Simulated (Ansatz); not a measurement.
# Se: the cost of one run

Program: Ansatz 0.2.0. Level of theory: DFT PBEsol, scalar-relativistic, plane waves, PAW. These are calculated values, not measurements.

3 further runs of the same task are left out: 1 that didn't finish, 2 set aside as unsound or not needed.

### 1 The starting structure

The structure is orthorhombic, space group Cmce (No. 64). Conventional cell: a = 7.200 Å, b = 4.023 Å, c = 8.533 Å, α = 90.00°, β = 90.00°, γ = 90.00°. Br (site symmetry m) is surrounded by 1 Br at 2.40 Å.

As a file:

```cif
data_structure
_symmetry_space_group_name_H-M 'Cmce'
_symmetry_Int_Tables_number 64
_cell_length_a 7.2001
_cell_length_b 4.0232
_cell_length_c 8.5328
_cell_angle_alpha 90.000
_cell_angle_beta 90.000
_cell_angle_gamma 90.000
_cell_volume 247.18
loop_
_atom_site_label
_atom_site_type_symbol
_atom_site_symmetry_multiplicity
_atom_site_Wyckoff_symbol
_atom_site_fract_x
_atom_site_fract_y
_atom_site_fract_z
_atom_site_occupancy
Br1 Br 8 f 0.50000 0.84587 0.62009 1
```

It is the result of an earlier relaxation at this level (volume 30.90 Å³/atom; gap on the mesh: 1.21 eV).

### 2 Swap Br → Se

The start of Se: fractional positions of relaxed Br, cell scaled by 1.000, a guess from tabulated radii.

### 3 Quick check of gap, pressure and forces (Se)

The input, input.yaml:

```yaml
crystal:
  lattice:
    - [3.6000561105, -2.0116231062, 0.0]
    - [3.6000561105, 2.0116231062, 0.0]
    - [0.0, 0.0, 8.5328312337]
  atoms:
    - { symbol: Se, position: [0.154127685, 0.845872315, 0.1200893266] }
    - { symbol: Se, position: [0.654127685, 0.345872315, 0.3799106734] }
    - { symbol: Se, position: [0.845872315, 0.154127685, 0.8799106734] }
    - { symbol: Se, position: [0.345872315, 0.654127685, 0.6200893266] }
basis:
  ecutwfc: 420
kpoints:
  mp_grid: { grid: [6, 6, 2] }
hamiltonian:
  xc: pbesol
scf:
  occupations: { method: gaussian, width: 0.1 }
output:
  forces: true
  stress: true
  eigenvalues: true
```

Run with:

```console
$ ansatz run input.yaml --threads 1 --pin off --max-ram 2560MiB --backend cpu --events-out ev --progress --plain --runs-dir out
```

**Question.** How long does this run take on 1 thread of Arm Neoverse V1, shared host, and how much memory does it need?

About 7 s, with a peak of 0.39 GiB.
